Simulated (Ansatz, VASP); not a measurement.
# GaN in two plane-wave programs

Wanted: the spread between two codes on one cell, functional and k mesh. The cell is taken from a series of VASP runs on this material, whose earlier steps may have relaxed, scaled or displaced it; both programs get it as it stands.

Method: plane waves, with VASP 6.6.1 beside it; relaxation of cell and atoms at PBE and relaxation of cell and atoms at r2SCAN with rVV10, in Ansatz 0.2.0.

## 1. The structure

Symmetry: P6_3mc, No. 186, hexagonal system. Conventional cell: a = 3.229 Å, b = 3.229 Å, c = 5.259 Å, α = 90.00°, β = 90.00°, γ = 120.00°. Nearest to Ga lie 4 N at 1.97 to 1.99 Å. N has 4 Ga at 1.97 to 1.99 Å nearest. Farther neighbours and most contacts between anions are not listed.

As a file:

```xyz
4
Lattice="3.2289 0.0000 0.0000 -1.6144 2.7963 0.0000 0.0000 0.0000 5.2586" Properties=species:S:1:pos:R:3 pbc="T T T"
Ga    0.0000    1.8642    0.4796
Ga    1.6144    0.9321    3.1089
N     0.0000    1.8642    2.4652
N     1.6144    0.9321    5.0945
```

## 2. VASP: relaxation of cell and atoms, PBE

The relaxed volume is the usual yardstick between codes: its relative difference is about their pressure difference at one cell divided by the bulk modulus.

Lines of VASP's logs that name or quote its potential files are left out, and so is its time.

The input, INCAR:

```
SYSTEM = GaN
PREC = Accurate
ENCUT = 520
EDIFF = 1E-06
NELM = 100
ISMEAR = 0
SIGMA = 0.03
LREAL = .FALSE.
ALGO = Normal
GGA = PE
NBANDS = 24
LORBIT = 11
LWAVE = .FALSE.
LCHARG = .FALSE.
KPAR = 8
IBRION = 2
NSW = 50
ISIF = 3
EDIFFG = -0.006
```

The input, POSCAR:

```
GaN
1.0
    3.2288575044      0.0000000000      0.0000000000
   -1.6144287522      2.7962726240      0.0000000000
    0.0000000000      0.0000000000      5.2585578085
Ga N
2 2
Direct
    0.3333333333      0.6666666667      0.0912000000
    0.6666666667      0.3333333333      0.5912000000
    0.3333333333      0.6666666667      0.4688000000
    0.6666666667      0.3333333333      0.9688000000
```

The input, KPOINTS:

```
Automatic mesh
0
Gamma
8 8 4
0 0 0
```

Potentials, in the order of the species: Ga_d and N (PBE family, release 64).

Command:

```bash
mpirun -np 8 vasp_std
```

Numbers of over 12 decimals in the logs are rounded to 6 here.

The log of the run:

```text
[banner, memory and clock lines left out]
running    8 mpi-ranks, on    1 nodes
 distrk:  each k-point on    1 cores,    8 groups
 distr:  one band on    1 cores,    1 groups

 POSCAR found type information on POSCAR GaN
 POSCAR found :  2 types and       4 ions
|                                                                             |
|           W    W    AA    RRRRR   N    N  II  N    N   GGGG   !!!           |
|           W    W   A  A   R    R  NN   N  II  NN   N  G    G  !!!           |
|           W    W  A    A  R    R  N N  N  II  N N  N  G       !!!           |
|           W WW W  AAAAAA  RRRRR   N  N N  II  N  N N  G  GGG   !            |
|           WW  WW  A    A  R   R   N   NN  II  N   NN  G    G                |
|           W    W  A    A  R    R  N    N  II  N    N   GGGG   !!!           |
|                                                                             |
|     For optimal performance we recommend to set                             |
|       NCORE = 2 up to number-of-cores-per-socket                            |
|     NCORE specifies how many cores store one orbital (NPAR=cpu/NCORE).      |
|     This setting can greatly improve the performance of VASP for DFT.       |
|     The default, NCORE=1 might be grossly inefficient on modern             |
|     multi-core architectures or massively parallel machines. Do your        |
|     Unfortunately you need to use the default for GW and RPA                |
|     calculations (for HF NCORE is supported but not extensively tested      |
|     yet).                                                                   |
|                                                                             |

 LDA part: xc-table for (Slater+PW92), standard interpolation
 POSCAR, INCAR and KPOINTS ok, starting setup
 FFT: planning ... GRIDC
 FFT: planning ... GRID_SOFT
 FFT: planning ... GRID
 WAVECAR not read
 entering main loop
       N       E                     dE             d eps       ncg     rms          rms(c)
DAV:   1     0.275825962934E+03    0.27583E+03   -0.18307E+04  1536   0.276E+03
DAV:   2     0.491319715515E+01   -0.27091E+03   -0.25804E+03  1632   0.523E+02
DAV:   3    -0.271931920267E+02   -0.32106E+02   -0.31856E+02  1688   0.143E+02
DAV:   4    -0.282090982688E+02   -0.10159E+01   -0.10142E+01  1888   0.289E+01
DAV:   5    -0.282242345953E+02   -0.15136E-01   -0.15134E-01  1672   0.314E+00    0.108E+01
DAV:   6    -0.242315958014E+02    0.39926E+01   -0.12761E+01  2432   0.515E+01    0.308E+00
DAV:   7    -0.243367528760E+02   -0.10516E+00   -0.14944E+00  1544   0.100E+01    0.268E+00
DAV:   8    -0.243330946468E+02    0.36582E-02   -0.19533E-01  2368   0.596E+00    0.790E-01
DAV:   9    -0.243168046468E+02    0.16290E-01   -0.68679E-02  2448   0.428E+00    0.360E-01
DAV:  10    -0.243175486449E+02   -0.74400E-03   -0.46119E-03  1600   0.559E-01    0.710E-02
DAV:  11    -0.243174500009E+02    0.98644E-04   -0.11577E-03  2128   0.613E-01    0.498E-02
DAV:  12    -0.243174599306E+02   -0.99297E-05   -0.12088E-04  1536   0.784E-02    0.492E-02
DAV:  13    -0.243174604249E+02   -0.49437E-06   -0.24999E-06  1608   0.126E-02
   1 F= -.24317460E+02 E0= -.24317460E+02  d E =-.243175E+02
[... from here on, the cycles between the ionic steps are left out ...]
   2 F= -.24318913E+02 E0= -.24318913E+02  d E =-.145267E-02
   3 F= -.24319641E+02 E0= -.24319641E+02  d E =-.218103E-02
   4 F= -.24319638E+02 E0= -.24319638E+02  d E =-.217713E-02
   5 F= -.24319646E+02 E0= -.24319646E+02  d E =-.831192E-05
   6 F= -.24319664E+02 E0= -.24319664E+02  d E =-.268097E-04
   7 F= -.24319660E+02 E0= -.24319660E+02  d E =-.224233E-04
   8 F= -.24319664E+02 E0= -.24319664E+02  d E =-.265238E-04
   9 F= -.24319664E+02 E0= -.24319664E+02  d E =-.261327E-04
  10 F= -.24319664E+02 E0= -.24319664E+02  d E =-.262182E-04
  11 F= -.24319679E+02 E0= -.24319679E+02  d E =-.148761E-04
 trial-energy change:   -0.000015  1 .order    0.000001   -0.000048    0.000051
 step:   0.6019(harm=  0.4206)  dis= 0.00025  next Energy=   -24.319686 (dE=-0.223E-04)
 bond charge predicted
       N       E                     dE             d eps       ncg     rms          rms(c)
DAV:   1    -0.243197050831E+02   -0.26046E-04   -0.53372E-04  1968   0.410E-01    0.323E-02
DAV:   2    -0.243196861515E+02    0.18932E-04   -0.64520E-05  1896   0.160E-01    0.150E-02
DAV:   3    -0.243196805027E+02    0.56488E-05   -0.10675E-05  2176   0.712E-02    0.350E-03
DAV:   4    -0.243196800095E+02    0.49327E-06   -0.37951E-06  1248   0.165E-02
  12 F= -.24319680E+02 E0= -.24319680E+02  d E =-.162352E-04
 curvature:  -0.18 expect dE=-0.158E-05 dE for cont linesearch -0.157E-06
 trial: gam= 0.03441 g(F)=  0.454E-05 g(S)=  0.444E-05 ort = 0.707E-05 (trialstep = 0.814E+00)
 search vector abs. value=  0.954E-05
 reached required accuracy - stopping structural energy minimisation
```

OUTCAR, selected parts (step 2):

```text
ion  position               nearest neighbor table
   1  0.333  0.667  0.091-   4 1.97   4 1.97   4 1.97   3 1.99
   2  0.667  0.333  0.591-   3 1.97   3 1.97   3 1.97   4 1.99
   3  0.333  0.667  0.469-   2 1.97   2 1.97   2 1.97   1 1.99
   4  0.667  0.333  0.969-   1 1.97   1 1.97   1 1.97   2 1.99

  LATTYP: Found a hexagonal cell.
 ALAT       =     3.2288575044
 C/A-ratio  =     1.6286125360

 Subroutine GETGRP returns: Found 12 space group operations
 (whereof  6 operations were pure point group operations)

The static configuration has the point symmetry C_3v.
 The point group associated with its full space group is C_6v.

 Found     30 irreducible k-points:

   k-points           NKPTS =     30   k-points in BZ     NKDIM =     30   number of bands    NBANDS=     24

   dimension x,y,z NGX =    24 NGY =   24 NGZ =   40
   dimension x,y,z NGXF=    48 NGYF=   48 NGZF=   80

   ENCUT  =  520.0 eV  38.22 Ry    6.18 a.u.   6.00  6.00  9.78*2*pi/ulx,y,z

   NELECT =      36.0000    total number of electrons

 k-points in reciprocal lattice and weights: Automatic mesh
   0.00000000  0.00000000  0.00000000       0.004
   0.12500000  0.00000000  0.00000000       0.023
   0.25000000  0.00000000  0.00000000       0.023
   0.37500000 -0.00000000  0.00000000       0.023
   0.50000000  0.00000000  0.00000000       0.012
   0.12500000  0.12500000  0.00000000       0.023
   0.25000000  0.12500000  0.00000000       0.047
   0.37500000  0.12500000  0.00000000       0.047
   0.25000000  0.25000000  0.00000000       0.023
[...]
0.25000000  0.25000000  0.50000000       0.023
   0.37500000  0.25000000  0.50000000       0.023

 average (electrostatic) potential at core
       1 -63.8151       2 -63.8151       3 -62.3484       4 -62.3484

 E-fermi :   5.1541

 k-point     1 :       0.0000    0.0000    0.0000
  band No.  band energies     occupation
    ...
     14       4.0091      2.00000
     15       4.0091      2.00000
     16       4.9714      2.00000
     17       5.0050      2.00000
     18       5.0050      2.00000
     19       6.7188      0.00000
     20       9.0618      0.00000
     21      14.0271      0.00000
     22      14.7233      0.00000
     23      14.7233      0.00000
    ...

 k-point     2 :       0.1250    0.0000    0.0000
  band No.  band energies     occupation
    ...
     14       2.9706      2.00000
     15       3.7121      2.00000
     16       3.8288      2.00000
     17       4.8214      2.00000
     18       4.8706      2.00000
     19       7.7900      0.00000
     20       9.9166      0.00000
     21      13.4937      0.00000
     22      13.9844      0.00000
     23      15.0860      0.00000
    ...

 k-point     3 :       0.2500    0.0000    0.0000
  band No.  band energies     occupation
    ...
     14       1.1241      2.00000
     15       2.1520      2.00000
     16       3.0969      2.00000
     17       4.3270      2.00000
     18       4.5254      2.00000
     19       9.1122      0.00000
     20      10.7557      0.00000
     21      12.2632      0.00000
     22      13.3816      0.00000
     23      14.9471      0.00000
    ...

  Total       -0.0015157     -0.0015157      0.0190710      0.0000000      0.0000000      0.0000000
  in kB       -0.0516224     -0.0516224      0.6495115      0.0000000      0.0000000      0.0000000
  external PRESSURE =       0.1820889 kB  Pullay stress =       0.0000000 kB

  energy-cutoff  :      520.00
  volume of cell :       47.04
      direct lattice vectors                 reciprocal lattice vectors
     3.218934906 -0.000000000 -0.000000000     0.310661765  0.179360654  0.000000000
    -1.609467453  2.787679402  0.000000000    -0.000000000  0.358721308 -0.000000000
    -0.000000000  0.000000000  5.242537107     0.000000000 -0.000000000  0.190747338

 POSITION                                       TOTAL-FORCE (eV/Angst)
 -----------------------------------------------------------------------------------
     -0.00000      1.85845      0.48014        -0.000000      0.000000      0.004853
      1.60947      0.92923      3.10141        -0.000000      0.000000      0.004853
     -0.00000      1.85845      2.45568         0.000000     -0.000000     -0.004853
      1.60947      0.92923      5.07695         0.000000     -0.000000     -0.004853
 -----------------------------------------------------------------------------------
    total drift:                               -0.000001     -0.000001      0.003567

  FREE ENERGIE OF THE ION-ELECTRON SYSTEM (eV)
  ---------------------------------------------------
  free  energy   TOTEN  =       -24.3196800095 eV

  energy  without entropy=      -24.3196800095  energy(sigma->0) =      -24.31968001

 reached required accuracy - stopping structural energy minimisation

 total charge
# of ion       s       p       d       tot
------------------------------------------
    1        0.783   0.863  10.162  11.808
    2        0.783   0.863  10.162  11.808
    3        1.225   2.499   0.000   3.724
    4        1.225   2.499   0.000   3.724
--------------------------------------------------
tot          4.016   6.725  20.324  31.065

[... 3 further parts left out ...]
```

CONTCAR:

```
GaN
   1.00000000000000
     3.2189349059454671   -0.0000000000000000   -0.0000000000000000
    -1.6094674529727335    2.7876794016669186    0.0000000000000000
    -0.0000000000000000    0.0000000000000000    5.2425371070909241
  Ga              N
     2     2
Direct
     0.3333333332999970    0.6666666667000030    0.0915849359612783
     0.6666666667000030    0.3333333332999970    0.5915849359612783
     0.3333333332999970    0.6666666667000030    0.4684150640387239
     0.6666666667000030    0.3333333332999970    0.9684150640387240
```

## 3. Ansatz: relaxation of cell and atoms, PBE

Ansatz runs on its default PAW (the set named soft_2) files.

The same cell, functional, mesh and smearing now go to Ansatz, which takes its cutoff from its data sets.

The input, input.yaml:

```yaml
crystal:
  lattice:
    - [3.2288575044, 0.0, 0.0]
    - [-1.6144287522, 2.796272624, 0.0]
    - [0.0, 0.0, 5.2585578085]
  atoms:
    - { symbol: Ga, position: [0.3333333333, 0.6666666667, 0.0912] }
    - { symbol: Ga, position: [0.6666666667, 0.3333333333, 0.5912] }
    - { symbol: "N", position: [0.3333333333, 0.6666666667, 0.4688] }
    - { symbol: "N", position: [0.6666666667, 0.3333333333, 0.9688] }
hamiltonian:
  xc: pbe
  pseudopotentials: { kind: paw }
kpoints:
  mp_grid: { grid: [8, 8, 4] }
scf:
  occupations: { method: gaussian, width: 0.03 }
relax:
  f_tol: 0.01
  max_steps: 60
  cell: { stress_tol: 0.05 }
output:
  forces: true
  stress: true
```

Command:

```bash
ansatz run input.yaml --threads 4 --pin off --max-ram 9216MiB --backend cpu --events-out ev --progress --plain --runs-dir out
```

The log of the run:

```text
Engine: ansatz 0.2.0, x86_64-unknown-linux-gnu
Pseudopotentials: kind: paw
Pseudopotential: Ga, paw, valence charge 13, recommended cutoff 420 eV (normal), Ga.paw.azcp
Pseudopotential: N, paw, valence charge 5, recommended cutoff 420 eV (normal), N.paw.azcp
Functional definition: PBE
  parameter kappa = 0.804
  parameter beta = 0.066725
  exchange = pbe_x(kappa = kappa, mu = beta*pi^2/3)
  correlation = pbe_c(beta = beta)
Crystal: 4 atoms, lattice volume = 47.478 Å³
Basis set: ecut = 420 eV, 941 PW (Γ), exchange–correlation on 48×48×72 points (8 copies of the dense FFT grid, shifted against one another)
Bands: 22, of which v1, the nominal top of the filled ones, is band 18 counted from 1 (17 counted from 0)
Symmetry: 12 space group operations
Space group: P63mc (ITA 186), of the structure as read, at distance tolerance 3.6e-5 Å
k-points: 30 of 256 (time reversal used)
Non-local potential: Ga, projectors of the file, l = 0: 2, l = 1: 2, l = 2: 3, l = 3: 1
Non-local potential: N, projectors of the file, l = 0: 2, l = 1: 2, l = 2: 1
PAW form: soft (Blöchl's): semilocal exchange-correlation on the pseudo side does not see the compensation charge
PAW one-centre angular grid: Ga, 590 points (default); XC on 64 Gauss nodes
PAW one-centre angular grid: N, 110 points (default); XC on 64 Gauss nodes
Initial density: superposition of atomic densities (neutral atoms: chi_scale 0, normalization atom), corrected by the library's trained network
Initial wavefunctions: pseudopotential atomic-orbital guess
Functional: x = pbe(κ = 0.804, μ = 0.219515), c = pbe(β = 0.066725)
SCF iter   1: F=—  HF=-8335.833751 eV  |F-HF|=—  |Δ(HF+E_count)|=         —  Δρ=8.80e-4  dr2=2.54e-4  ethr=1.77e-3  ⟨swp⟩=5.3  Hψ=2656  notcnv=0
preconditioner: auto → Resta (q_TF=auto, 2.605 Å⁻¹)  ε∞=4.9  [insulator: Δε(μ)=1.647 eV  Ē_g=16.315 eV  σ=0.030 eV  W_gap=1.00  n_scr=22 (ndim 8)  ℏωp=32.3 eV  f_vac=0.010  D(μ)=0.00/eV (n_scr^D=0)  ε∞_Penn≈4.9]
SCF iter   2: F=—  HF=-8335.834235 eV  |F-HF|=—  |Δ(HF+E_count)|=   4.84e-4  Δρ=3.93e-4  dr2=3.06e-5  ethr=7.06e-7  ⟨swp⟩=2.0  Hψ=1441  notcnv=0
SCF iter   3: F=—  HF=-8335.834318 eV  |F-HF|=—  |Δ(HF+E_count)|=   8.23e-5  Δρ=1.93e-4  dr2=8.57e-6  ethr=8.51e-8  ⟨swp⟩=2.0  Hψ=1125  notcnv=0
SCF iter   4: F=—  HF=-8335.834349 eV  |F-HF|=—  |Δ(HF+E_count)|=   3.17e-5  Δρ=6.20e-5  dr2=1.42e-6  ethr=2.38e-8  ⟨swp⟩=2.0  Hψ=1178  notcnv=0
SCF iter   5: F=—  HF=-8335.834353 eV  |F-HF|=—  |Δ(HF+E_count)|=   3.29e-6  Δρ=2.14e-5  dr2=1.17e-7  ethr=3.94e-9  ⟨swp⟩=2.0  Hψ=1198  notcnv=0
SCF iter   6: F=-8335.834353 eV  HF=-8335.834353 eV  |F-HF|=3.19e-9  |Δ(HF+E_count)|=   3.08e-7  Δρ=4.39e-6  dr2=7.59e-9  ethr=2.78e-10  ⟨swp⟩=4.0  Hψ=2331  notcnv=0
SCF 1 converged in 6 iterations: F = -8335.834353 eV  dr2 = 7.59e-9
  greatest PAW one-centre occupation: 0.995 electrons in one spin orbital (limit 2), on the Ga atom at site 0 (counted from 0), in its partial waves of l = 2
relax step   1: F+E_penalty+E_count = -8335.83435288 eV  Δ(F+E_penalty+E_count) = +0.000e0 eV  max|allowed force component| = 4.347e-2 eV/Å  Δτ_max = 0.0000 Å  P = -1.596 GPa  Ω = 47.478 Å³  (6 SCF iters, dr2 threshold 1.00e-7 eV, accepted)
[...]
relax step   2: F+E_penalty+E_count = -8335.83714535 eV  Δ(F+E_penalty+E_count) = -2.792e-3 eV  max|allowed force component| = 3.060e-2 eV/Å  Δτ_max = 0.0009 Å  P = -0.624 GPa  Ω = 47.210 Å³  energy of the carried Pulay correction = +8.237e-4 eV  (5 SCF iters, dr2 threshold 4.00e-7 eV, accepted)
[...]
relax step   3: F+E_penalty+E_count = -8335.83810281 eV  Δ(F+E_penalty+E_count) = -9.575e-4 eV  max|allowed force component| = 1.123e-2 eV/Å  Δτ_max = 0.0008 Å  P = +0.031 GPa  Ω = 47.032 Å³  energy of the carried Pulay correction = +1.370e-3 eV  (5 SCF iters, dr2 threshold 4.00e-7 eV, accepted)
[...]
relax step   4: F+E_penalty+E_count = -8335.83808991 eV  Δ(F+E_penalty+E_count) = +1.290e-5 eV  max|allowed force component| = 1.540e-3 eV/Å  Δτ_max = 0.0007 Å  P = -0.001 GPa  Ω = 47.040 Å³  energy of the carried Pulay correction = +1.345e-3 eV  (5 SCF iters, dr2 threshold 7.88e-9 eV, accepted)
[...]
relax step   5: F+E_penalty+E_count = -8335.83682024 eV  Δ(F+E_penalty+E_count) = +1.270e-3 eV  max|allowed force component| = 1.625e-3 eV/Å  Δτ_max = 0.0000 Å  P = -0.037 GPa  Ω = 47.040 Å³  stress off target by 5.37e-2 GPa  SCF on the basis re-selected at this cell (its energy is not comparable with the rows above)  (6 SCF iters)
[...]
relax step   6: F+E_penalty+E_count = -8335.83685232 eV  Δ(F+E_penalty+E_count) = -3.208e-5 eV  max|allowed force component| = 6.803e-5 eV/Å  Δτ_max = 0.0001 Å  P = -0.000 GPa  Ω = 47.031 Å³  energy of the carried Pulay correction = +3.019e-5 eV  (4 SCF iters, dr2 threshold 7.20e-9 eV, accepted)
[...]
relax step   7: F+E_penalty+E_count = -8335.83679689 eV  Δ(F+E_penalty+E_count) = +5.543e-5 eV  max|allowed force component| = 6.361e-5 eV/Å  Δτ_max = 0.0000 Å  P = -0.001 GPa  Ω = 47.031 Å³  stress off target by 1.36e-3 GPa  SCF on the basis re-selected at this cell (its energy is not comparable with the rows above)  (4 SCF iters)
basis re-selected at this cell: Δ(F+E_penalty+E_count) = +5.543e-5 eV, ΔP = -0.000 GPa vs the last step (what re-selecting the basis moved, of the pressure what is left beyond the Pulay correction that the steps carried, after the strain that the cell walked since its last selection, with what the two solves' SCF thresholds leave and, on support functions, any second-order correction that the steps lacked; it is no m [...]
SCF converged after 4 iterations
Free energy (F): -8335.836797 eV
Harris-Foulkes:  -8335.836797 eV  (|F-HF|=1.46e-11)
Internal energy: -8335.836797 eV  (E = F + TS)
E sigma→0 (E₀):  -8335.836797 eV
Fermi energy:    10.117378 eV
--- Per-component energies (eV) ---
  E_band       = -24.071208
  E_kinetic    = 492.191208
  E_local      = -3949.618795  (includes V_loc(G=0)·N_el)
  E_nonlocal   = 948.672682
  E_hartree    = 1813.643885
  E_xc         = -256.802700
  E_vxc        = -267.225309  (∫ρ·V_xc dr)
  E_paw        = -4240.960355  (= ΣΔE_a)
  E_vpaw       = -875.378880  (= ΣTr[D̂ρ^β])
  E_aug_tail   = 0.000157  (compensation charges beyond the density's cutoff)
  E_ewald      = -3142.962880
  E_smearing   = -0.000000  (= −TS)
  E_closure    = -0.000000  (closes the sum)
  Σ components = -8335.836797   (vs F -8335.836797, Δ=0.00e0)
--- Forces (eV/Å), atoms counted from 1 ---
  atom   1  Ga    -0.00000000     0.00000000     0.00006300
  atom   2  Ga     0.00000000    -0.00000000     0.00006300
  atom   3  N      0.00000000     0.00000000    -0.00006423
  atom   4  N     -0.00000000    -0.00000000    -0.00006423
  max |Σ_I F_I| component: 2.46e-6 eV/Å
--- Stress (GPa, compression-positive) ---
       -0.001362      -0.000000       0.000000
        0.000000      -0.001362       0.000000
        0.000000       0.000000       0.000412
  P = ⅓ Tr σ = -0.0008 GPa (-0.008 kbar)
--- Relaxed structure (5 steps of the walk, 5 accepted, 2 SCFs on fresh bases) ---
  F+E_penalty+E_count = -8335.83679689 eV   max|allowed force component| = 6.361e-5 eV/Å   (the final SCF, on the basis selected at the relaxed cell)
  cell:  # Å, volume = 47.0305 Å³
    - [3.218419, 0.0, 0]
    - [-1.609210, 2.787233, -3.2226521962145383e-19]
    - [0, -6.060390079637683e-19, 5.242805]
  atoms:
    - { symbol: Ga, position: [0.333333, 0.666667, 0.091631] }
    - { symbol: Ga, position: [0.666667, 0.333333, 0.591631] }
    - { symbol: N, position: [0.333333, 0.666667, 0.468369] }
    - { symbol: N, position: [0.666667, 0.333333, 0.968369] }
```

Elapsed: 4.1 s, on 4 threads of Intel Xeon Platinum 8488C (Sapphire Rapids), shared host; peak memory 0.43 GiB.

(Part 1 of 2 ends here.)

[Lines on the potential files, build, host, timing and source positions are cut from VASP's logs without a mark.]

[Logs are printed without paths, hosts, clocks, repeated set-up lines and the standing remarks that a program may print on its own settings, such as how far it seeks lower states.]

[Hosts, paths, dates, database ids (printed as entryN), source tags and the programs' standing remarks are cut or masked in the printed files.]
